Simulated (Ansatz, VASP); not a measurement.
# Two plane-wave programs on Sb

INCAR

```
PREC = Accurate
ENCUT = 520
EDIFF = 1E-6
ISMEAR = 0
SIGMA = 0.15
LREAL = False
LASPH = True
NELM = 100
ALGO = Fast
ISIF = 2
LWAVE = False
LCHARG = True
LELF = True
LVHAR = True
NBANDS = 8
```

KPOINTS

```
regular mesh
0
Gamma
  24 24 24
```

POSCAR

```
Sb
1.0
   -1.4835811133      1.4835811133      3.0624381264
    1.4835811133     -1.4835811133      3.0624381264
    1.4835811133      1.4835811133     -3.0624381264
Sb
1
Direct
    0.0000000000      0.0000000000      0.0000000000
```

Input for Ansatz:

```yaml
crystal:
  lattice:
    - [-1.4835811133, 1.4835811133, 3.0624381264]
    - [1.4835811133, -1.4835811133, 3.0624381264]
    - [1.4835811133, 1.4835811133, -3.0624381264]
  atoms:
    - { symbol: Sb, position: [0.0, 0.0, 0.0] }
basis:
  ecutwfc: 420
kpoints:
  mp_grid: { grid: [24, 24, 24] }
hamiltonian:
  xc: lda
scf:
  occupations: { method: gaussian, width: 0.15 }
output:
  forces: true
  stress: true
  eigenvalues: true
```

Alike in both runs: task single point; functional LDA; k mesh 24 × 24 × 24; occupations gaussian, width 0.15 eV; no spin polarisation.

|  | VASP | Ansatz |
| --- | --- | --- |
| version | VASP 6.6.1 | Ansatz 0.2.0 |
| potentials or method | VASP PAW LDA potentials, release 64 (Sb) | scalar-relativistic, plane waves, PAW |
| plane-wave cutoff (eV) | 520 | 420 |
| valence electrons in the cell | 5 | 15 |

|  | VASP | Ansatz | Ansatz less VASP |
| --- | --- | --- | --- |
| gap on the k mesh at the Fermi level (eV) | none | none | - |
| pressure (GPa) | 1.3 | 1.1 | -0.22 |
| largest component of the traceless stress (GPa) | 4.12 | 3.94 | -0.176 |

A gap of «none» marks a metal or a gap that the smearing closes. The two sets of potentials don't hold the same shells in valence.

Spin-orbit coupling is left out, which matters for the levels of Sb.
